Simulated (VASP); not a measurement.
## GaN: single point with r2SCAN

**The experiment to reproduce.**

From a printed reference work, textbook, for a bulk crystal of GaN at 0 K: band gap 3.299 eV (direct).

GaN:

```xyz
2
Lattice="0.0000 2.2472 2.2472 2.2472 0.0000 2.2472 2.2472 2.2472 0.0000" Properties=species:S:1:pos:R:3 pbc="T T T"
Ga    0.0000    0.0000    0.0000
N     1.1236    1.1236    1.1236
```

The cell is a database's computed one.

```json
{"Program": "VASP 6.6.1", "Task": "single point", "Functional": "r2SCAN", "Potentials or basis": "VASP PAW PBE potentials, release 64 (Ga_d, N)", "Cutoff": "520 eV", "k mesh": "10 × 10 × 10", "Occupations": "gaussian, width 0.02 eV", "Spin": "no spin polarisation", "Further INCAR settings": "ALGO = Normal; EDIFF = 1e-06; NBANDS = 16"}
```

* Pressure: 1.6 GPa
* Band gap on the k mesh: 2.17 eV, direct

Levels at points of the mesh, in eV from the valence-band top:
| k point | band 7 | band 8 | band 9 | band 10 | band 11 | band 12 |
| --- | --- | --- | --- | --- | --- | --- |
| (0.00, 0.00, 0.00) | 0.00 | 0.00 | 0.00 | 2.17 | 11.06 | 11.06 |
| (0.50, 0.00, 0.00) | -7.21 | -1.01 | -1.01 | 5.22 | 9.49 | 11.04 |
| (0.50, 0.50, 0.00) | -6.25 | -2.81 | -2.81 | 3.77 | 7.29 | 12.64 |

Wall time 56 s on 1 thread of Intel(R) Xeon(R) Platinum 8488C (Sapphire Rapids) (shared host), peak memory 0.15 GiB.

Measured gap of GaN: 3.299 eV (direct; 0 K; a printed reference work, textbook). This calculation gives 2.17 eV (-1.12 eV). Spin-orbit coupling on Ga is left out. The value is that of r2SCAN, without temperature or zero-point motion. The cell is a database's relaxed one, not the measured one, which moves gaps too.

Caveat: the PAW data sets were made with another functional, which shifts forces and pressure a little.
